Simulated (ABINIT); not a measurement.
# AlN (P6_3/mmc) in ABINIT: reference runs

How does AlN come out in PBE? The cell is run as given and disturbed.

Program: ABINIT 10.8.3 (patched build). These are calculated values, not measurements. Logs are shortened: lines on timing, memory, paths and dates and some standing lists are left out, and cuts for length are marked. The log counts tension as positive stress, the text compression.

**1. Starting point**

It takes space group P6_3/mmc (No. 194, hexagonal). The conventional cell has a = 3.312 Å, b = 3.312 Å, c = 4.188 Å, α = 90.00°, β = 90.00°, γ = 120.00°. Around Al (site symmetry -6m2) lie 5 N at 1.91 to 2.09 Å. N (site symmetry -6m2) has 5 Al at 1.91 to 2.09 Å as nearest neighbours.

Measurements of this composition are mostly on another form, of space group No. 186.

**2. Single point, PBE**

run.abi

```
# Pseudopotentials
pp_dirpath "./"
pseudos "Al.GGA_PBE-JTH.xml, N.GGA_PBE-JTH.xml"

# Structure
structure "poscar:POSCAR"
natom 4

# Plane-wave basis
ecut 707.496042 eV
pawecutdg 48.0

# k points
kptopt 1
ngkpt 9 9 7
nshiftk 1
shiftk 0.0 0.0 0.0

# Exchange and correlation
ixc 11

# Bands and occupations
nband 12
occopt 3
tsmear 0.00183747

# SCF cycle
nstep 100
tolvrs 1.0e-9

# Output
iomode 3
prtwf 0
prteig 0
prtebands 0
enunit 1
prtden 1
prtvha 1
prtvclmb 1
prtpot 1
```

POSCAR

```
AlN
1.0
    3.3121157418      0.0000000000      0.0000000000
   -1.6560578709      2.8683763727      0.0000000000
    0.0000000000      0.0000000000      4.1875630000
Al N
2 2
Direct
    0.6666666667      0.3333333333      0.2500000000  Al
    0.3333333333      0.6666666667      0.7500000000  Al
    0.6666666667      0.3333333333      0.7500000000  N
    0.3333333333      0.6666666667      0.2500000000  N
```

Potentials or basis: JTH PAW PBE v2.0.

Launch:

```
$ abinit run.abi > log 2>&1
```

run.abo:

```text
.Version 10.8.3 of ABINIT
 Symmetries : space group P6_3/m m c (#194); Bravais hP (primitive hexag.)
================================================================================
 Values of the parameters that define the memory need of the present run
     intxc =       0    ionmov =       0      iscf =      17    lmnmax =       8
     lnmax =       4     mgfft =      40  mpssoang =       2    mqgrid =    3001
     natom =       4  nloc_mem =       2    nspden =       1   nspinor =       1
    nsppol =       1      nsym =      24    n1xccc =       1    ntypat =       2
    occopt =       3   xclevel =       2
       mpw =        1716          nfft =       36000          nkpt =          48
 PAW method is used; the additional fine FFT grid is defined by:
   mgfftf=        50    nfftf =     80000
================================================================================
================================================================================

--------------------------------------------------------------------------------
------------- Echo of variables that govern the present computation ------------
--------------------------------------------------------------------------------
 -outvars: echo values of preprocessed input variables --------
            acell      1.0000000000E+00  1.0000000000E+00  1.0000000000E+00 Bohr
              amu      2.69815390E+01  1.40067400E+01
             ecut      2.60000000E+01 Hartree
           enunit           1
              ixc          11
         kptrlatt        9    0    0      0    9    0      0    0    7
          kptrlen      5.53934304E+01
            natom           4
            nband          12
            ngfft          30      30      40
          ngfftdg          40      40      50
             nkpt          48
            nstep         100
             nsym          24
           ntypat           2
           occopt           3
        pawecutdg      4.80000000E+01 Hartree
         pawxcdev           0
        prtebands           0
           prteig           0
           prtpot           1
         prtvclmb           1
           prtvha           1
            prtwf           0
            rprim      6.2589916493E+00  0.0000000000E+00  0.0000000000E+00
                      -3.1294958247E+00  5.4204457704E+00  0.0000000000E+00
                       0.0000000000E+00  0.0000000000E+00  7.9133472050E+00
          spgroup         194
           tolvrs      1.00000000E-09
           tsmear      1.83747000E-03 Hartree
            typat      1  1  2  2
           useylm           1
           xangst      1.6560578709E+00  9.5612545757E-01  1.0468907500E+00
                       4.0998610312E-17  1.9122509151E+00  3.1406722500E+00
                       1.6560578709E+00  9.5612545757E-01  3.1406722500E+00
                       4.0998610312E-17  1.9122509151E+00  1.0468907500E+00
            xcart      3.1294958247E+00  1.8068152568E+00  1.9783368012E+00
                       7.7476145033E-17  3.6136305136E+00  5.9350104037E+00
                       3.1294958247E+00  1.8068152568E+00  5.9350104037E+00
                       7.7476145033E-17  3.6136305136E+00  1.9783368012E+00
             xred      6.6666666667E-01  3.3333333333E-01  2.5000000000E-01
                       3.3333333333E-01  6.6666666667E-01  7.5000000000E-01
                       6.6666666667E-01  3.3333333333E-01  7.5000000000E-01
                       3.3333333333E-01  6.6666666667E-01  2.5000000000E-01
            znucl       13.00000    7.00000

================================================================================

 chkinp: Checking input parameters for consistency.

================================================================================
== DATASET  1 ==================================================================

--- !DatasetInfo
iteration_state: {dtset: 1, }
dimensions: {natom: 4, nkpt: 48, mband: 12, nsppol: 1, nspinor: 1, nspden: 1, mpw: 1716, }
cutoff_energies: {ecut:  26.0, pawecutdg:  48.0, }
electrons: {nelect:   1.60000000E+01, charge:   0.00000000E+00, occopt:   3.00000000E+00, tsmear:   1.83747000E-03, }
meta: {optdriver: 0, ionmov: 0, optcell: 0, iscf: 17, paral_kgb: 0, }
...

 Exchange-correlation functional for the present dataset will be:
  GGA: Perdew-Burke-Ernzerhof functional - ixc=11
  J.P.Perdew, K.Burke, M.Ernzerhof, PRL 77, 3865 (1996)

 Real(R)+Recip(G) space primitive vectors, cartesian coordinates (Bohr,Bohr^-1):
 R(1)=  6.2589916  0.0000000  0.0000000  G(1)=  0.1597701  0.0922433  0.0000000
 R(2)= -3.1294958  5.4204458  0.0000000  G(2)=  0.0000000  0.1844867  0.0000000
 R(3)=  0.0000000  0.0000000  7.9133472  G(3)=  0.0000000  0.0000000  0.1263688
 Unit cell volume ucvol=  2.6847237E+02 bohr^3
 Angles (23,13,12)=  9.00000000E+01  9.00000000E+01  1.20000000E+02 degrees

 Coarse grid specifications (used for wave-functions):

 getcut: wavevector=  0.0000  0.0000  0.0000  ngfft=  30  30  40
         ecut(hartree)=     26.000   => boxcut(ratio)=   2.08971

 Fine grid specifications (used for densities):

 getcut: wavevector=  0.0000  0.0000  0.0000  ngfft=  40  40  50
         ecut(hartree)=     48.000   => boxcut(ratio)=   2.02593

--- Pseudopotential description ------------------------------------------------
- pspini: atom type   1  psp file is ./Al.GGA_PBE-JTH.xml
 Pseudopotential format is: paw10
 basis_size (lnmax)=  4 (lmn_size=  8), orbitals=   0   0   1   1
 Spheres core radius: rc_sph= 1.90363307
 Shapefunction is SIN type: shapef(r)=[sin(pi*r/rshp)/(pi*r/rshp)]**2
 Radius for shape functions =  1.60786206
 Compensation charge density is not taken into account in XC energy/potential

- pspini: atom type   2  psp file is ./N.GGA_PBE-JTH.xml
 Pseudopotential format is: paw10
 basis_size (lnmax)=  4 (lmn_size=  8), orbitals=   0   0   1   1
 Spheres core radius: rc_sph= 1.20497474
 Shapefunction is SIN type: shapef(r)=[sin(pi*r/rshp)/(pi*r/rshp)]**2
 Radius for shape functions =  1.00243812
 Compensation charge density is not taken into account in XC energy/potential

  -1.78826511E+01                                ecore*ucvol(ha*bohr**3)
--------------------------------------------------------------------------------

[... 7 lines left out ...]

     iter   Etot(hartree)      deltaE(h)  residm     nres2
 ETOT  1  -24.589421980609    -2.459E+01 4.692E-02 5.364E+01
 ETOT  2  -24.471538242614     1.179E-01 1.120E-02 1.336E+01
 ETOT  3  -24.455255980329     1.628E-02 3.409E-03 1.246E+00
 ETOT  4  -24.455047061979     2.089E-04 1.721E-03 2.885E-02
 ETOT  5  -24.455057757488    -1.070E-05 4.121E-04 4.120E-03
 ETOT  6  -24.455070336091    -1.258E-05 5.279E-04 2.569E-04
 ETOT  7  -24.455070823300    -4.872E-07 8.762E-05 1.603E-05
 ETOT  8  -24.455070834691    -1.139E-08 1.381E-04 4.753E-07
 ETOT  9  -24.455070834279     4.122E-10 2.632E-05 1.336E-08
 ETOT 10  -24.455070834251     2.790E-11 4.015E-05 4.251E-10

 At SCF step   10       nres2   =  4.25E-10 < tolvrs=  1.00E-09 =>converged.

 Cartesian components of stress tensor (hartree/bohr^3)
  sigma(1 1)= -2.54845425E-05  sigma(3 2)=  0.00000000E+00
  sigma(2 2)= -2.54845425E-05  sigma(3 1)=  0.00000000E+00
  sigma(3 3)= -1.09289027E-07  sigma(2 1)=  0.00000000E+00

--- !ResultsGS
iteration_state: {dtset: 1, }
comment   : Summary of ground state results
lattice_vectors:
- [  6.2589916,   0.0000000,   0.0000000, ]
- [ -3.1294958,   5.4204458,   0.0000000, ]
- [  0.0000000,   0.0000000,   7.9133472, ]
lattice_lengths: [   6.25899,    6.25899,    7.91335, ]
lattice_angles: [ 90.000,  90.000, 120.000, ] # degrees, (23, 13, 12)
lattice_volume:   2.6847237E+02
convergence: {deltae:  2.790E-11, res2:  4.251E-10, residm:  4.015E-05, diffor: null, }
etotal    :  -2.44550708E+01
entropy   :   0.00000000E+00
fermie    :   3.86541349E-01
cartesian_stress_tensor: # hartree/bohr^3
- [ -2.54845425E-05,   0.00000000E+00,   0.00000000E+00, ]
- [  0.00000000E+00,  -2.54845425E-05,   0.00000000E+00, ]
- [  0.00000000E+00,   0.00000000E+00,  -1.09289027E-07, ]
pressure_GPa:   5.0093E-01
xred      :
- [  6.6667E-01,   3.3333E-01,   2.5000E-01, Al]
- [  3.3333E-01,   6.6667E-01,   7.5000E-01, Al]
- [  6.6667E-01,   3.3333E-01,   7.5000E-01,  N]
- [  3.3333E-01,   6.6667E-01,   2.5000E-01,  N]
cartesian_forces: # hartree/bohr
- [  3.49541007E-29,  -7.91706717E-29,  -0.00000000E+00, ]
- [ -1.37127626E-28,   2.01807594E-29,  -0.00000000E+00, ]
- [  4.57092086E-29,   3.88091528E-29,  -0.00000000E+00, ]
- [  5.64643165E-29,   2.01807594E-29,  -0.00000000E+00, ]
force_length_stats: {min:   5.99623389E-29, max:   1.38604649E-28, mean:   8.62682169E-29, }
...

 Integrated electronic density in atomic spheres:
 ------------------------------------------------
 Atom  Sphere_radius  Integrated_density
    1        1.90363          0.85685931
    2        1.90363          0.85685931
    3        1.20497          2.62791375
    4        1.20497          2.62791375

================================================================================

 ----iterations are completed or convergence reached----

 Mean square residual over all n,k,spin=   20.007E-08; max=  40.151E-06
 reduced coordinates (array xred) for    4 atoms
       0.666666666667      0.333333333333      0.250000000000
       0.333333333333      0.666666666667      0.750000000000
       0.666666666667      0.333333333333      0.750000000000
       0.333333333333      0.666666666667      0.250000000000
 rms dE/dt=  4.9734E-28; max dE/dt=  5.3853E-28; dE/dt below (all hartree)
    1      -0.000000000000      0.000000000000      0.000000000000
    2       0.000000000000     -0.000000000000      0.000000000000
    3      -0.000000000000     -0.000000000000      0.000000000000
    4      -0.000000000000      0.000000000000      0.000000000000

 cartesian coordinates (angstrom) at end:
    1      1.65605787090000     0.95612545756667     1.04689075000000
    2      0.00000000000000     1.91225091513333     3.14067225000000
    3      1.65605787090000     0.95612545756667     3.14067225000000
    4      0.00000000000000     1.91225091513333     1.04689075000000

 cartesian forces (hartree/bohr) at end:
    1      0.00000000000000    -0.00000000000000    -0.00000000000000
    2     -0.00000000000000     0.00000000000000    -0.00000000000000
    3      0.00000000000000     0.00000000000000    -0.00000000000000
    4      0.00000000000000     0.00000000000000    -0.00000000000000
 frms,max,avg= 5.3144455E-29 1.3712763E-28   0.000E+00  0.000E+00  0.000E+00 h/b

 cartesian forces (eV/Angstrom) at end:
    1      0.00000000000000    -0.00000000000000    -0.00000000000000
    2     -0.00000000000000     0.00000000000000    -0.00000000000000
    3      0.00000000000000     0.00000000000000    -0.00000000000000
    4      0.00000000000000     0.00000000000000    -0.00000000000000
 frms,max,avg= 2.7327978E-27 7.0513860E-27   0.000E+00  0.000E+00  0.000E+00 e/A
 length scales=  1.000000000000  1.000000000000  1.000000000000 bohr
              =  0.529177210544  0.529177210544  0.529177210544 angstroms
 Fermi (or HOMO) energy (eV) =  10.51833   Average Vxc (eV)= -10.91133
 Eigenvalues (   eV  ) for nkpt=  48  k points:
 kpt#   1, nband= 12, wtk=  0.00176, kpt=  0.0000  0.0000  0.0000 (reduced coord)
  -7.68622   -4.06225    2.23291    5.84048    5.84048    7.50132    7.50132    9.10204
  12.36289   13.49147   17.33289   17.33289
 prteigrs : prtvol=0 or 1, do not print more k-points.

--- !EnergyTerms
iteration_state     : {dtset: 1, }
comment             : Components of total free energy in Hartree
kinetic             :  1.40826851096375E+01
hartree             :  5.65884625677271E+00
xc                  : -7.76150584290302E+00
Ewald energy        : -2.21794904122368E+01
psp_core            : -6.66089068013173E-02
local_psp           : -1.77646358670047E+01
PAW spherical_terms :  3.57563802555713E+00
internal            : -2.44550716369784E+01
'-kT*entropy'       :  1.17717585329074E-15
total_energy        : -2.44550716369784E+01
total_energy_eV     : -6.65456399986955E+02
...

--- !EnergyTermsDC
iteration_state     : {dtset: 1, }
comment             : '"Double-counting" decomposition of free energy'
band_energy         :  1.54518718516805E+00
Ewald energy        : -2.21794904122368E+01
psp_core            : -6.66089068013173E-02
xc_dc               : -4.55236370728288E+00
PAW spherical_terms :  7.98205006902004E-01
internal            : -2.44550708342509E+01
'-kT*entropy'       :  1.17717585329074E-15
total_energy_dc     : -2.44550708342509E+01
total_energy_dc_eV  : -6.65456378143627E+02
...

--- !EnergyTermsWithPAWCore
iteration_state     : {dtset: 1, }
comment             : 'Components of total free energy, including PAW core contributions'
Total energy        : -5.95351426675612E+02
Total energy DC     : -5.95351425872884E+02
Total energy (eV)   : -1.62003376233659E+04
Total energy DC (eV): -1.62003376015226E+04
...

 Cartesian components of stress tensor (hartree/bohr^3)
  sigma(1 1)= -2.54845425E-05  sigma(3 2)=  0.00000000E+00
  sigma(2 2)= -2.54845425E-05  sigma(3 1)=  0.00000000E+00
  sigma(3 3)= -1.09289027E-07  sigma(2 1)=  0.00000000E+00

-Cartesian components of stress tensor (GPa)         [Pressure=  5.0093E-01 GPa]
- sigma(1 1)= -7.49781125E-01  sigma(3 2)=  0.00000000E+00
- sigma(2 2)= -7.49781125E-01  sigma(3 1)=  0.00000000E+00
- sigma(3 3)= -3.21539418E-03  sigma(2 1)=  0.00000000E+00

== END DATASET(S) ==============================================================
================================================================================

 -outvars: echo values of variables after computation  --------
            acell      1.0000000000E+00  1.0000000000E+00  1.0000000000E+00 Bohr
           etotal     -2.4455070834E+01
            fcart      3.4954100699E-29 -7.9170671678E-29 -0.0000000000E+00
                      -1.3712762582E-28  2.0180759447E-29 -0.0000000000E+00
                       4.5709208606E-29  3.8809152783E-29 -0.0000000000E+00
                       5.6464316513E-29  2.0180759447E-29 -0.0000000000E+00
            rprim      6.2589916493E+00  0.0000000000E+00  0.0000000000E+00
                      -3.1294958247E+00  5.4204457704E+00  0.0000000000E+00
                       0.0000000000E+00  0.0000000000E+00  7.9133472050E+00
           strten     -2.5484542463E-05 -2.5484542458E-05 -1.0928902675E-07
                       0.0000000000E+00  0.0000000000E+00  0.0000000000E+00
           xangst      1.6560578709E+00  9.5612545757E-01  1.0468907500E+00
                       4.0998610312E-17  1.9122509151E+00  3.1406722500E+00
                       1.6560578709E+00  9.5612545757E-01  3.1406722500E+00
                       4.0998610312E-17  1.9122509151E+00  1.0468907500E+00
             xred      6.6666666667E-01  3.3333333333E-01  2.5000000000E-01
                       3.3333333333E-01  6.6666666667E-01  7.5000000000E-01
                       6.6666666667E-01  3.3333333333E-01  7.5000000000E-01
                       3.3333333333E-01  6.6666666667E-01  2.5000000000E-01
 Calculation completed.
```

It took 24 s on 1 thread of Arm Neoverse V2, shared host; peak memory 0.13 GiB.

Results:

* Free energy: -665.4564 eV
* Pressure: 0.5 GPa
* Band gap on the k mesh: 3.26 eV, direct
* Valence electrons inside the program's atomic spheres: Al 0.86; N 2.63

Stress tensor (GPa, compression positive):
```
0.75 0.00 0.00
0.00 0.75 0.00
0.00 0.00 0.00
```

Caveat: an odd mesh through Γ misses points on the zone boundary, where band edges often lie.

(Continued in part 2 of 2.)
